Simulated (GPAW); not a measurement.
Crystal: Nb.

```
Nb
1.0
    -1.66395    1.66395    1.66395
     1.66395   -1.66395    1.66395
     1.66395    1.66395   -1.66395
Nb
1
Direct
  0.00000 0.00000 0.00000
```

* Program: GPAW 26.7.0
* Task: relaxation of cell and atoms
* Functional: PBEsol
* Potentials or basis: PAW data sets generated in the run's folder for this functional
* Cutoff: 600 eV
* Basis: pw
* k mesh: 11 × 11 × 11
* Occupations: fermi-dirac, width 0.05 eV
* Spin: no spin polarisation

At the start: pressure -8.4 GPa; volume 18.43 Å³/atom.

Question: Where does the relaxation end?

Answer: Over 3 steps the energy falls by 24.0 meV/atom and the volume is 17.51 Å³/atom (-5.0 %); space group Im-3m (No. 229, to 0.05 Å).

The path:
| step | energy change (eV) | largest force (eV/Å) | pressure (GPa) | volume (Å³) |
| --- | --- | --- | --- | --- |
| 1 | 0.0000 | 0.0000 | -8.45 | 18.43 |
| 2 | -0.0234 | 0.0000 | -1.61 | 17.68 |
| 3 | -0.0240 | 0.0000 | 0.04 | 17.51 |

Final structure:
```
Nb
1.0
    -1.63592    1.63592    1.63592
     1.63592   -1.63592    1.63592
     1.63592    1.63592   -1.63592
Nb
1
Direct
  0.00000 0.00000 0.00000
```

Caveat: later steps reuse the first step's grids.
